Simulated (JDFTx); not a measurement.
# Ta2N (P-3m1) in JDFTx: reference runs

Aim: a first look at Ta2N with PBEsol, on the cell as given and on a disturbed one.

All numbers are computed with JDFTx 1.7.0 (patched build); they aren't measurements. Logs are shortened: lines on timing, memory, paths and dates and some standing lists are left out, and cuts for length are marked. The log counts tension as positive stress, the text compression.

### 1 The structure

It takes space group P-3m1 (No. 164, trigonal). The conventional cell has a = 3.113 Å, b = 3.113 Å, c = 4.870 Å, α = 90.00°, β = 90.00°, γ = 120.00°. Ta (site symmetry 3m) is surrounded by 3 N at 2.18 Å. N (site symmetry -3m) is surrounded by 6 Ta at 2.18 Å.

The cell comes from a database or a generator and needn't be the stable form of this composition.

### 2 Single point, PBEsol

The input, Ta2N.in:

```
lattice \
    5.8824557102    -2.9412278551     0.0000000000 \
    0.0000000000     5.0943560816     0.0000000000 \
    0.0000000000     0.0000000000     9.2026657605
coords-type Lattice
ion Ta     0.3333333333     0.6666666667     0.2547110000 1
ion Ta     0.6666666667     0.3333333333     0.7452890000 1
ion N      0.0000000000     0.0000000000     0.0000000000 1

ion-species pseudo/Ta.upf
ion-species pseudo/N.upf
elec-cutoff 42 336
elec-ex-corr gga-PBEsol
kpoint-folding 10 10 6
elec-smearing Fermi 0.0018374661
elec-n-bands 22
electronic-SCF nIterations 100 energyDiffThreshold 1e-09
electronic-minimize nIterations 30 energyDiffThreshold 1e-7
converge-empty-states yes
forces-output-coords Cartesian

dump-name run.$VAR
dump End Ecomponents EigStats BandEigs Kpoints Forces Stress
```

Potentials or basis: PseudoDojo-SR-PBEsol-0.4.1-standard with smoothed tails.

Command:

```bash
$ jdftx -c 1 -i Ta2N.in -o Ta2N.out
```

The program printed:

```text
*************** JDFTx 1.7.0 (patched build) ***************

Input parsed successfully to the following command list (including defaults):
[... the input with its defaults ...]

---------- Setting up symmetries ----------

Found 24 point-group symmetries of the bravais lattice
Found 12 space-group symmetries with basis
Applied RMS atom displacement 2.77302e-10 bohrs to make symmetries exact.

---------- Initializing the Grid ----------
R =
[      5.88246     -2.94123            0  ]
[            0      5.09436            0  ]
[            0            0      9.20267  ]
unit cell volume = 275.779
G =
[    1.06812   0.616681         -0  ]
[          0    1.23336          0  ]
[          0         -0   0.682757  ]
Minimum fftbox size, Smin = [  52  52  76  ]
Chosen fftbox size, S = [  54  54  80  ]

---------- Initializing tighter grid for wavefunction operations ----------
R =
[      5.88246     -2.94123            0  ]
[            0      5.09436            0  ]
[            0            0      9.20267  ]
unit cell volume = 275.779
G =
[    1.06812   0.616681         -0  ]
[          0    1.23336          0  ]
[          0         -0   0.682757  ]
Minimum fftbox size, Smin = [  36  36  56  ]
Chosen fftbox size, S = [  36  36  56  ]

---------- Exchange Correlation functional ----------
Initalized PBEsol GGA exchange.
Initalized PBEsol GGA correlation.

---------- Setting up pseudopotentials ----------
Width of ionic core gaussian charges (only for fluid interactions / plotting) set to 0

Reading pseudopotential file 'pseudo/Ta.upf':
  'Ta' pseudopotential, 'PBESOL' functional
  Generated using ONCVPSP code by D. R. Hamann
  13 valence electrons, 4 orbitals, 8 projectors, 1001 radial grid points, with lMax = 3
    5S    l: 0   occupation:  2.0   eigenvalue: -2.683866
    5P    l: 1   occupation:  6.0   eigenvalue: -1.448529
    5D    l: 2   occupation:  3.0   eigenvalue: -0.133056
    6S    l: 0   occupation:  2.0   eigenvalue: -0.201047
  Core radius for overlap checks: 2.22 bohrs.

Reading pseudopotential file 'pseudo/N.upf':
  'N' pseudopotential, 'PBESOL' functional
  Generated using ONCVPSP code by D. R. Hamann
  5 valence electrons, 2 orbitals, 4 projectors, 1001 radial grid points, with lMax = 1
    2S    l: 0   occupation:  2.0   eigenvalue: -0.678237
    2P    l: 1   occupation:  3.0   eigenvalue: -0.258576
  Core radius for overlap checks: 1.31 bohrs.

Initialized 2 species with 3 total atoms.

Folded 1 k-points by 10x10x6 to 600 k-points.

---------- Setting up k-points, bands, fillings ----------
Reduced to 72 k-points under symmetry.
Computing the number of bands and number of electrons
Calculating initial fillings.
nElectrons:  31.000000   nBands: 22   nStates: 72

----- Setting up reduced wavefunction bases (one per k-point) -----
average nbasis = 3585.868 , ideal nbasis = 3585.333

---------- Setting up ewald sum ----------
Optimum gaussian width for ewald sums = 2.162272 bohr.
Real space sum over 1521 unit cells with max indices [  6  6  4  ]
Reciprocal space sum over 2873 terms with max indices [  6  6  8  ]

---------- Allocating electronic variables ----------
Initializing wave functions:  linear combination of atomic orbitals
Ta pseudo-atom occupations:   s ( 2 2 )  p ( 6 )  d ( 3 )
N pseudo-atom occupations:   s ( 2 )  p ( 3 )
	FillingsUpdate:  mu: +0.721107591  nElectrons: 31.000000
LCAOMinimize: Iter:   0  F: -128.0275292970958390  |grad|_K:  4.914e-03  alpha:  1.000e+00
	FillingsUpdate:  mu: +0.730911266  nElectrons: 31.000000
LCAOMinimize: Iter:   1  F: -128.1760688985980607  |grad|_K:  9.379e-04  alpha:  2.156e-01  linmin: -3.614e-01  cgtest:  8.551e-01
LCAOMinimize: Encountered beta<0, resetting CG.
[... 10 lines of inner loops ...]
LCAOMinimize: Iter:   6  F: -128.1821649334935387  |grad|_K:  1.708e-07  alpha:  7.112e-01  linmin: -4.286e-04  cgtest:  7.938e-04
	FillingsUpdate:  mu: +0.733222728  nElectrons: 31.000000
LCAOMinimize: Iter:   7  F: -128.1821649339219107  |grad|_K:  9.204e-08  alpha:  6.567e-01  linmin:  2.327e-03  cgtest: -8.039e-03
LCAOMinimize: Converged (|Delta F|<1.000000e-06 for 2 iters).

-------- Electronic minimization -----------
Will mix electronic density at each iteration.
	FillingsUpdate:  mu: +0.733222728  nElectrons: 31.000000
	FillingsUpdate:  mu: +0.720234367  nElectrons: 31.000000
SCF: Cycle:  0   F: -128.298160839635187   dF: -1.160e-01   |Residual|: 1.153e-01   |deigs|: 1.124e-02
	FillingsUpdate:  mu: +0.713439652  nElectrons: 31.000000
SCF: Cycle:  1   F: -128.304014909275850   dF: -5.854e-03   |Residual|: 4.991e-02   |deigs|: 1.309e-02
	FillingsUpdate:  mu: +0.708230148  nElectrons: 31.000000
SCF: Cycle:  2   F: -128.305592173447764   dF: -1.577e-03   |Residual|: 1.434e-02   |deigs|: 9.895e-03
	FillingsUpdate:  mu: +0.707325838  nElectrons: 31.000000
SCF: Cycle:  3   F: -128.305682945152768   dF: -9.077e-05   |Residual|: 5.287e-03   |deigs|: 1.592e-03
	FillingsUpdate:  mu: +0.707750574  nElectrons: 31.000000
SCF: Cycle:  4   F: -128.305687260014054   dF: -4.315e-06   |Residual|: 1.705e-03   |deigs|: 9.766e-04
	FillingsUpdate:  mu: +0.707513451  nElectrons: 31.000000
SCF: Cycle:  5   F: -128.305689074703167   dF: -1.815e-06   |Residual|: 3.952e-04   |deigs|: 4.491e-04
	FillingsUpdate:  mu: +0.707541934  nElectrons: 31.000000
SCF: Cycle:  6   F: -128.305689207935245   dF: -1.332e-07   |Residual|: 1.786e-04   |deigs|: 4.771e-05
	FillingsUpdate:  mu: +0.707561551  nElectrons: 31.000000
SCF: Cycle:  7   F: -128.305689251974741   dF: -4.404e-08   |Residual|: 2.549e-05   |deigs|: 8.458e-05
	FillingsUpdate:  mu: +0.707562097  nElectrons: 31.000000
SCF: Cycle:  8   F: -128.305689267152133   dF: -1.518e-08   |Residual|: 1.831e-05   |deigs|: 6.332e-05
	FillingsUpdate:  mu: +0.707561331  nElectrons: 31.000000
SCF: Cycle:  9   F: -128.305689272912645   dF: -5.761e-09   |Residual|: 5.667e-06   |deigs|: 3.151e-05
	FillingsUpdate:  mu: +0.707560865  nElectrons: 31.000000
SCF: Cycle: 10   F: -128.305689275051350   dF: -2.139e-09   |Residual|: 4.144e-06   |deigs|: 4.485e-05
	FillingsUpdate:  mu: +0.707561097  nElectrons: 31.000000
SCF: Cycle: 11   F: -128.305689275860118   dF: -8.088e-10   |Residual|: 2.117e-06   |deigs|: 3.175e-05
	FillingsUpdate:  mu: +0.707561412  nElectrons: 31.000000
SCF: Cycle: 12   F: -128.305689276101049   dF: -2.409e-10   |Residual|: 1.263e-06   |deigs|: 2.602e-05
SCF: Converged (|Delta E|<1.000000e-09 for 2 iters).

Setting wave functions to eigenvectors of Hamiltonian
Converging empty states (this may take a while): |deigs|: 4.659e-04

# Stress tensor in Cartesian coordinates [Eh/a0^3]:
[   0.00032268            0            0  ]
[            0   0.00032268            0  ]
[            0            0  0.000290121  ]

# Ionic positions in lattice coordinates:
ion Ta   0.333333333333333   0.666666666666667   0.254711000000000 1
ion Ta   0.666666666666667   0.333333333333333   0.745289000000000 1
ion N  -0.000000000000000   0.000000000000000   0.000000000000000 1

# Forces in Cartesian coordinates:
force Ta   0.000000000000000   0.000000000000000  -0.005640080150608 1
force Ta   0.000000000000000  -0.000000000000000   0.005640080150607 1
force N  -0.000000000000000   0.000000000000000  -0.000000000000000 1

# Energy components:
   Eewald =     -108.4727715479913144
       EH =       16.4694639758811938
     Eloc =      -65.5031165910987880
      Enl =        8.1144052956951249
      Exc =      -32.4450834489601689
 Exc_core =       12.2962625460245096
       KE =       41.2356523032298909
-------------------------------------
     Etot =     -128.3051874672195538
       TS =        0.0005018088814816
-------------------------------------
        F =     -128.3056892761010488

IonicMinimize: Iter:   0  F: -128.305689276101049  |grad|_K:  2.659e-03
IonicMinimize: None of the convergence criteria satisfied after 0 iterations.

#--- Lowdin population analysis ---
# oxidation-state Ta +0.415 +0.415
# oxidation-state N -0.633

Dumping 'run.eigStats' ...
	eMin: -1.813961 at state 0 ( [ +0.000000 +0.000000 +0.000000 ] spin 0 )
	HOMO: +0.707335 at state 43 ( [ +0.100000 +0.300000 +0.166667 ] spin 0 )
	mu  : +0.707561
	LUMO: +0.707765 at state 18 ( [ +0.000000 +0.300000 +0.333333 ] spin 0 )
	eMax: +0.959273 at state 68 ( [ +0.300000 +0.300000 +0.000000 ] spin 0 )
	HOMO-LUMO gap: +0.000431
	Optical gap  : +0.002441 at state 4 ( [ +0.000000 +0.100000 +0.000000 ] spin 0 )
Done!
```

Wall time 9 min (1 thread of Intel Xeon at 2.50GHz (Skylake/Cascade Lake), shared host); peak memory 0.43 GiB.

Results:

```
Free energy            : -3491.3757 eV
Pressure               : -9.2 GPa
Largest force          : 0.290 eV/Å
Band gap on the k mesh : none (metal or under the smearing width)
Loewdin charges        : Ta +0.41; N -0.63 e
```

Forces on the atoms (eV/Å):
```
Ta   0.000  0.000 -0.290
Ta   0.000  0.000  0.290
N    0.000  0.000  0.000
```

Stress tensor (GPa, compression positive):
```
-9.49  0.00  0.00
 0.00 -9.49  0.00
 0.00  0.00 -8.54
```

Caveat: the atomic charges don't sum to the cell's charge.

### 3 Single point, PBEsol (atoms moved at random, drawn with an rms of 0.05 Å)

Edit Ta2N.in of step 2 so:

```diff
@@ -5,5 +5,5 @@
 coords-type Lattice
-ion Ta     0.3333333333     0.6666666667     0.2547110000 1
-ion Ta     0.6666666667     0.3333333333     0.7452890000 1
-ion N      0.0000000000     0.0000000000     0.0000000000 1
+ion Ta     0.3246030000     0.6534240000     0.2512930000 1
+ion Ta     0.6906880000     0.3422290000     0.7432110000 1
+ion N     -0.0016550000     0.0058830000     0.0039570000 1
```

Potentials or basis: PseudoDojo-SR-PBEsol-0.4.1-standard with smoothed tails.

Command:

```bash
$ jdftx -c 1 -i Ta2N.in -o Ta2N.out
```

It took 39 min on 1 thread of Intel Xeon at 2.50GHz (Skylake/Cascade Lake), shared host; peak memory 1.6 GiB.

Results (log left out):

- Free energy: -3491.3471 eV
- Pressure: -8.5 GPa
- Largest force: 0.747 eV/Å
- Band gap on the k mesh: none (metal or under the smearing width)
- Loewdin charges: Ta +0.42, +0.41; N -0.63 e

Forces in eV/Å, atoms in the order of the input:
```
Ta  -0.055  0.351  0.046
Ta  -0.417  0.011  0.406
N    0.472 -0.362 -0.452
```

Stress tensor (GPa, compression positive):
```
-8.68  0.19  0.90
 0.19 -8.63  1.09
 0.90  1.09 -8.15
```

Levels at points of the mesh, in eV from the Fermi level:
```
           k point  band 12  band 13  band 14  band 15  band 16  band 17  band 18  band 19
(0.00, 0.00, 0.00)    -6.03    -4.94    -0.79    -0.36    -0.12     0.05     0.39     0.51
(0.00, 0.00, 0.50)    -6.17    -2.87    -2.63    -1.15    -1.07     1.66     1.73     2.22
(0.00, 0.50, 0.00)    -6.32    -4.54    -2.62    -1.31     1.54     1.93     3.68     3.89
(0.00, 0.50, 0.50)    -6.05    -3.34    -2.19    -2.01    -0.40     0.77     3.22     3.41
(0.50, 0.00, 0.00)    -6.46    -4.45    -2.55    -1.47     1.86     1.99     3.59     3.93
(0.50, 0.00, 0.50)    -6.21    -3.20    -2.26    -2.07    -0.04     0.77     3.28     3.63
(0.50, 0.50, 0.00)    -6.34    -4.53    -2.61    -1.33     1.56     2.04     3.66     3.79
(0.50, 0.50, 0.50)    -6.08    -3.33    -2.16    -2.07    -0.26     0.78     3.22     3.49
```

Caveat: the atomic charges don't sum to the cell's charge.
